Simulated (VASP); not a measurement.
# Os (P6_3/mmc) in VASP: further runs

One crystal, Os, is run at these levels: PBEsol, LAK, PBE, PBE+D3; tasks: relaxation of cell and atoms, single point.

All numbers are computed with VASP 6.6.1; they aren't measurements. Logs are shortened: lines on timing, memory, paths and dates and some standing lists are left out, and cuts for length are marked.

### Step 1. The structure

The structure is hexagonal, space group P6_3/mmc (No. 194). Conventional cell: a = 2.734 Å, b = 2.734 Å, c = 4.320 Å, α = 90.00°, β = 90.00°, γ = 120.00°. Os (site symmetry -6m2) has 12 Os at 2.68 to 2.73 Å as nearest neighbours.

### Step 2. Relaxation of cell and atoms, PBEsol

Contents of INCAR:

```
PREC = Accurate ; ENCUT = 600
EDIFF = 1E-6 ; ISMEAR = -1
SIGMA = 0.05 ; LREAL = False
LASPH = True ; NELM = 100
ALGO = Fast ; ISIF = 3
LWAVE = False ; LCHARG = False
GGA = PS ; IBRION = 2
NSW = 60 ; EDIFFG = -0.02
```

Contents of KPOINTS:

```
Automatic mesh
0
Gamma
  11 11 6
```

Contents of POSCAR:

```
Os
1.0
    2.7341000000      0.0000000000      0.0000000000
   -1.3670500000      2.3678000565      0.0000000000
    0.0000000000      0.0000000000      4.3197000000
Os
2
Direct
    0.6666666667      0.3333333333      0.7500000000
    0.3333333333      0.6666666667      0.2500000000
```

Potentials or basis: VASP PAW PBE potentials, release 64 (Os).

Command:

```console
> cat potpaw_PBE.64/Os/POTCAR > POTCAR
> mpirun -np 1 vasp_std > vasp.out
```

OUTCAR:

```text
PREC = Accurate
   ENCUT = 600
   EDIFF = 1E-6
   ISMEAR = -1
   LREAL = False
   LASPH = True
   NELM = 100
   ISIF = 3
   GGA = PS
   IBRION = 2
   NSW = 60
   EDIFFG = -0.02

 ion  position               nearest neighbor table
   1  0.667  0.333  0.750-   2 2.68   2 2.68   2 2.68   2 2.68   2 2.68   2 2.68
   2  0.333  0.667  0.250-   1 2.68   1 2.68   1 2.68   1 2.68   1 2.68   1 2.68

  LATTYP: Found a hexagonal cell.
 ALAT       =     2.7341000000
 C/A-ratio  =     1.5799348963

  Lattice vectors:

 A1 = (   2.7341000000,   0.0000000000,   0.0000000000)
 A2 = (  -1.3670500000,   2.3678000565,   0.0000000000)
 A3 = (   0.0000000000,   0.0000000000,   4.3197000000)

Analysis of symmetry for initial positions (statically):
=====================================================================
 Subroutine PRICEL returns:
 Original cell was already a primitive cell.

 Routine SETGRP: Setting up the symmetry group for a
 hexagonal supercell.

 Subroutine GETGRP returns: Found 24 space group operations
 (whereof 12 operations were pure point group operations)
 out of a pool of 24 trial point group operations.

The static configuration has the point symmetry D_3d.
 The point group associated with its full space group is D_6h.

Analysis of symmetry for dynamics (positions and initial velocities):
=====================================================================
 Subroutine PRICEL returns:
 Original cell was already a primitive cell.

 Routine SETGRP: Setting up the symmetry group for a
 hexagonal supercell.

 Subroutine GETGRP returns: Found 24 space group operations
 (whereof 12 operations were pure point group operations)
 out of a pool of 24 trial point group operations.

The dynamic configuration has the point symmetry D_3d.
 The point group associated with its full space group is D_6h.

 Subroutine INISYM returns: Found 24 space group operations
 (whereof 12 operations are pure point group operations),
 and found     1 'primitive' translations

----------------------------------------------------------------------------------------

                                     Primitive cell

  volume of cell :      27.9649

  direct lattice vectors                    reciprocal lattice vectors
     2.734100000  0.000000000  0.000000000     0.365751070  0.211166479  0.000000000
    -1.367050000  2.367800057  0.000000000     0.000000000  0.422332957  0.000000000
     0.000000000  0.000000000  4.319700000     0.000000000  0.000000000  0.231497558

  length of vectors
     2.734100000  2.734100000  4.319700000     0.422332957  0.422332957  0.231497558

  position of ions in fractional coordinates (direct lattice)
     0.666666667  0.333333333  0.750000000
     0.333333333  0.666666667  0.250000000

  ion indices of the primitive-cell ions
   primitive index   ion index
                 1           1
                 2           2

----------------------------------------------------------------------------------------

 KPOINTS: Automatic mesh

Automatic generation of k-mesh.
 Grid dimensions read from file:
 generate k-points for:   11   11    6

 Generating k-lattice:

  Cartesian coordinates                     Fractional coordinates (reciprocal lattice)
     0.033250097  0.019196953  0.000000000     0.090909091 -0.000000000  0.000000000
     0.000000000  0.038393905  0.000000000     0.000000000  0.090909091  0.000000000
     0.000000000  0.000000000  0.038582926     0.000000000  0.000000000  0.166666667

  Length of vectors
     0.038393905  0.038393905  0.038582926

  Shift w.r.t. Gamma in fractional coordinates (k-lattice)
     0.000000000  0.000000000  0.000000000

 Subroutine IBZKPT returns following result:
 ===========================================

 Found     64 irreducible k-points:

 Following reciprocal coordinates:
            Coordinates               Weight
  0.000000  0.000000  0.000000      1.000000
  0.090909  0.000000  0.000000      6.000000
  0.181818  0.000000  0.000000      6.000000
  0.272727 -0.000000  0.000000      6.000000
  0.363636 -0.000000  0.000000      6.000000
  0.454545  0.000000  0.000000      6.000000
[... 16 lines left out ...]
  0.090909  0.090909  0.166667     12.000000
  0.181818  0.090909  0.166667     24.000000
 [... further k-points ...]
   k-points           NKPTS =     64   k-points in BZ     NKDIM =     64   number of bands    NBANDS=     12
   number of dos      NEDOS =    301   number of ions     NIONS =      2
   total plane-waves  NPLWV =  20736
   dimension x,y,z NGX =    24 NGY =   24 NGZ =   36
   dimension x,y,z NGXF=    48 NGYF=   48 NGZF=   72
   ions per type =               2
   NGX,Y,Z   is equivalent  to a cutoff of  14.59, 14.59, 13.85 a.u.
   NGXF,Y,Z  is equivalent  to a cutoff of  29.19, 29.19, 27.71 a.u.
 SYSTEM =  unknown system
   PREC   = accura    normal or accurate (medium, high low for compatibility)
   ISTART =      0    job   : 0-new  1-cont  2-samecut
   ICHARG =      2    charge: 1-file 2-atom 10-const
   ISPIN  =      1    spin polarized calculation?
   LNONCOLLINEAR =      F non collinear calculations
   LSORBIT =      F    spin-orbit coupling
   LASPH  =      T    aspherical Exc in radial PAW
   ENCUT  =  600.0 eV  44.10 Ry    6.64 a.u.   5.46  5.46  8.63*2*pi/ulx,y,z
   NELM   =    100;   NELMIN=  2; NELMDL= -5     # of ELM steps
   EDIFF  = 0.1E-05   stopping-criterion for ELM
   LREAL  =      F    real-space projection
   EDIFFG = -.2E-01   stopping-criterion for IOM
   NSW    =     60    number of steps for IOM
   IBRION =      2    ionic relax: 0-MD 1-quasi-New 2-CG
   NFREE  =      1    steps in history (QN), initial steepest desc. (CG)
   ISIF   =      3    stress and relaxation
   ISYM   =      2    0-nonsym 1-usesym 2-fastsym
   POTIM  = 0.5000    time-step for ionic-motion
   TEBEG  =    0.0;   TEEND  =   0.0 temperature during run
   PSTRESS=    0.0 pullay stress
   NELECT =      16.0000    total number of electrons
   NUPDOWN=      -1.0000    fix difference up-down
   EMIN   =  10.00;   EMAX   =-10.00  energy-range for DOS
   EFERMI =   0.00;   METHOD = LEGACY
   ISMEAR =    -1;   SIGMA  =   0.05  broadening in eV -4-tet -1-fermi 0-gaus
   EFERMI_NEDOS =   21; number of points for ismear=-14 and -15
   IALGO  =     68    algorithm
   IMIX   =      4    mixing-type and parameters
     AMIX     =   0.40;   BMIX     =  1.00
     AMIX_MAG =   1.60;   BMIX_MAG =  1.00
  volume/ion in A,a.u.               =      13.98        94.36
  Fermi-wavevector in a.u.,A,eV,Ry     =   1.359076  2.568282 25.131161  1.847088
  Thomas-Fermi vector in A             =   2.485855
   LORBIT       =      0    0 simple, 1 ext, 2 COOP (PROOUT), +10 PAW based schemes
   GGA     = PS    functional components
   LHFCALC =     F    Hartree Fock is set to
   AEXX    =    0.0000 exact exchange contribution
   IVDW    =     0    specifies the selected vdW correction
   LEPSILON=     F    determine dielectric tensor
   LRPA    =     F    only Hartree local field effects (RPA)
 conjugate gradient relaxation of ions
 non-spin polarized calculation
 RMM-DIIS sequential band-by-band and
  energy-cutoff  :      600.00
  volume of cell :       27.96
 maximum number of plane-waves:       965
 NGX is ok and might be reduce to    24
   NGX = 11   NGY = 11   NGZ = 17

--------------------------------------- Ionic step        1  -------------------------------------------

 number of electron      16.0000001 magnetization

 Free energy of the ion-electron system (eV)
  ---------------------------------------------------
  ext. energy  EPLUGINS =         0.00000000
  ---------------------------------------------------
  free energy    TOTEN  =       -24.47575181 eV

  energy without entropy =      -24.46260800  energy(sigma->0) =      -24.46917991

------------------------ aborting loop because EDIFF is reached ----------------------------------------

  FORCE on cell =-STRESS in cart. coord.  units (eV):
  Direction    XX          YY          ZZ          XY          YZ          ZX
  --------------------------------------------------------------------------------------
  -------------------------------------------------------------------------------------
  Total       -0.3659556     -0.3659556     -0.3784824     -0.0000000      0.0000000      0.0000000
  in kB      -20.9665006    -20.9665006    -21.6841916     -0.0000000      0.0000000      0.0000000
  external PRESSURE =     -21.2057309 kB  Pullay stress =       0.0000000 kB
[... 57 lines left out ...]
  energy  without entropy=      -24.4449396454  energy(sigma->0) =      -24.45121358

--------------------------------------- Ionic step        3  -------------------------------------------

 number of electron      16.0000001 magnetization

 Free energy of the ion-electron system (eV)
  ---------------------------------------------------
  ext. energy  EPLUGINS =         0.00000000
  ---------------------------------------------------
  free energy    TOTEN  =       -24.47664638 eV

  energy without entropy =      -24.46360971  energy(sigma->0) =      -24.47012804

 E-fermi :   9.3399     XC(G=0): -14.1827

 val. band max:        9.3188658344   @ k =   0.0909   0.0000   0.3333
 cond. band min:       9.3801326982   @ k =   0.0000   0.0000   0.0000
 fundamental gap:      0.0612668638
 Fermi energy:         9.3398854358

 k-point     1 :       0.0000    0.0000    0.0000
  band No.  band energies     occupation
      1      -1.6569      2.00000
      2       1.5122      2.00000
      3       6.2982      2.00000
      4       6.2982      2.00000
      5       6.5517      2.00000
      6       7.1519      2.00000
      7       7.1519      2.00000
      8       7.8093      2.00000
      9       7.8093      2.00000
     10       9.3801      0.61794
     11      11.0942      0.00000
     12      11.0942      0.00000
[... 331 lines left out ...]
 k-point    24 :       0.1818    0.0909    0.1667
  band No.  band energies     occupation
      1       0.6635      2.00000
      2       3.1345      2.00000
      3       4.5561      2.00000
      4       4.7811      2.00000
      5       6.0489      2.00000
      6       6.6730      2.00000
      7       7.2559      2.00000
      8       8.2168      2.00000
      9       8.8335      1.99992
     10       9.2182      1.83885
     11      11.5411      0.00000
     12      14.9631      0.00000

 [... further k-points ...]

------------------------ aborting loop because EDIFF is reached ----------------------------------------

  FORCE on cell =-STRESS in cart. coord.  units (eV):
  Direction    XX          YY          ZZ          XY          YZ          ZX
  --------------------------------------------------------------------------------------
  -------------------------------------------------------------------------------------
  Total       -0.0091080     -0.0091080      0.0077688      0.0000000     -0.0000000      0.0000000
  in kB       -0.5243107     -0.5243107      0.4472203      0.0000000     -0.0000000      0.0000000
  external PRESSURE =      -0.2004670 kB  Pullay stress =       0.0000000 kB
[... 17 lines left out ...]
  FREE ENERGIE OF THE ION-ELECTRON SYSTEM (eV)
  ---------------------------------------------------
  free  energy   TOTEN  =       -24.4766463770 eV

  energy  without entropy=      -24.4636097059  energy(sigma->0) =      -24.47012804

 reached required accuracy - stopping structural energy minimisation
```

Wall time 60 s (1 thread of Intel Xeon Platinum 8488C (Sapphire Rapids), shared host); peak memory 0.17 GiB.

Results:

* Free energy: -24.4766 eV
* Relaxed volume: 13.92 Å³/atom
* Relaxed cell: a = 2.730 Å, b = 2.730 Å, c = 4.313 Å, α = 90.00°, β = 90.00°, γ = 120.00°
* Space group after relaxing (to 0.05 Å): P6_3/mmc (No. 194)
* Energy gained by relaxing: 0.4 meV/atom
* Ionic steps: 3
* Pressure after relaxing: 0.0 GPa
* Band gap on the k mesh: none (metal or under the smearing width)

Step by step:
```
step  energy change (eV)  largest force (eV/Å)  pressure (GPa)  volume (Å³)
   1              0.0000                0.0000           -2.12        27.96
   2              0.0183                0.0000           10.28        27.22
   3             -0.0009                0.0000           -0.02        27.83
```

Final structure:
```cif
data_structure
_symmetry_space_group_name_H-M 'P 1'
_symmetry_Int_Tables_number 1
_cell_length_a 2.7298
_cell_length_b 2.7298
_cell_length_c 4.3127
_cell_angle_alpha 90.000
_cell_angle_beta 90.000
_cell_angle_gamma 120.000
_cell_volume 27.83
loop_
_atom_site_label
_atom_site_type_symbol
_atom_site_fract_x
_atom_site_fract_y
_atom_site_fract_z
_atom_site_occupancy
Os1 Os 0.66667 0.33333 0.75000 1
Os2 Os 0.33333 0.66667 0.25000 1
```

Caveat: the PAW data sets were made with another functional, which shifts forces and pressure a little. Spin-orbit coupling is left out, which matters for the levels of Os.

[end of part 1 of 3]
